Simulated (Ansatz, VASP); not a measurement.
**One calculation of Os, two programs**

```
CELL_PARAMETERS angstrom
0.01945 1.95473 1.95473
1.95473 0.01945 1.95473
1.95473 1.95473 0.01945
ATOMIC_POSITIONS crystal
Os 0.00000 0.00000 0.00000
```

Change from the starting cell: equal xy, yz and zx shear strains of +1 %.

Alike in both runs: task single point; functional PBE; k mesh 14 × 14 × 14; occupations fermi-dirac, width 0.05 eV; no spin polarisation.

|  | VASP | Ansatz |
| --- | --- | --- |
| version | VASP 6.6.1 | Ansatz 0.2.0 |
| potentials or method | VASP PAW PBE potentials, release 64 (Os), cutoff 520 eV | all-electron LAPW, scalar-relativistic |

```csv
,VASP,Ansatz,Ansatz less VASP
pressure (GPa),-9.6,-9.3,+0.30
largest component of the traceless stress (GPa),2.55,2.57,+0.022
```

Ansatz ran all-electron here, so the differences hold the error of VASP's frozen core and of both bases.

The runs have no spin-orbit coupling, so splittings on Os are missing.
